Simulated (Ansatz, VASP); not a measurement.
## P in VASP and in Ansatz

File POSCAR:

```
P
1.0
    0.0000000000      2.4364133565      2.4364133565
    2.4364133565      0.0000000000      2.4364133565
    2.4364133565      2.4364133565      0.0000000000
P
1
Direct
    0.0000000000      0.0000000000      0.0000000000
```

File INCAR.step1:

```
  PREC = Accurate
  ENCUT = 520
  ISMEAR = 0
  SIGMA = 0.1
  LREAL = False
  LASPH = True
  NELM = 100
  NBANDS = 8
  GGA = PE
  ALGO = Normal
  EDIFF = 1E-4
  LWAVE = True
  LCHARG = False
```

Contents of INCAR.step2:

```
  PREC = Accurate
  ENCUT = 520
  EDIFF = 1E-7
  ISMEAR = 0
  SIGMA = 0.1
  LREAL = False
  LASPH = True
  NELM = 100
  ALGO = Normal
  ISIF = 2
  LWAVE = False
  LCHARG = False
  METAGGA = R2SCAN
  LMIXTAU = True
  NBANDS = 8
  ISTART = 1
```

File KPOINTS:

```
Automatic mesh
0
Gamma
  6 6 6
```

Input for Ansatz:

```yaml
crystal:
  lattice:
    - [0.0, 2.4364133565, 2.4364133565]
    - [2.4364133565, 0.0, 2.4364133565]
    - [2.4364133565, 2.4364133565, 0.0]
  atoms:
    - { symbol: P, position: [0.0, 0.0, 0.0] }
basis:
  ecutwfc: 500
kpoints:
  mp_grid: { grid: [6, 6, 6] }
hamiltonian:
  xc: r2scan
scf:
  occupations: { method: gaussian, width: 0.1 }
  lower_state_search: "off"
output:
  forces: true
  stress: true
  eigenvalues: true
```

Alike in both runs: task single point; functional r2SCAN; k mesh 6 × 6 × 6; occupations gaussian, width 0.1 eV; no spin polarisation.

```csv
,VASP,Ansatz
version,VASP 6.6.1,Ansatz 0.2.0
potentials or method,"VASP PAW PBE potentials, release 64 (P)","scalar-relativistic, plane waves, PAW"
plane-wave cutoff (eV),520,500
valence electrons in the cell,5,5
```

```tsv
	VASP	Ansatz	Ansatz less VASP
gap on the k mesh at the Fermi level (eV)	none	none	-
pressure (GPa)	-16.8	-16.8	0.00
```

A gap of «none» marks a metal or a gap that the smearing closes. With one functional, cell and mesh, what is left measures potentials, basis and numerics.

Caveats: the k mesh is coarse (spacing up to 0.37 Å⁻¹), so the values aren't converged; so large a pressure means that the cell lies far from this level's equilibrium, or that cutoff or potentials fall short (VASP); the potentials were made for another functional, which shifts forces and pressure (VASP).
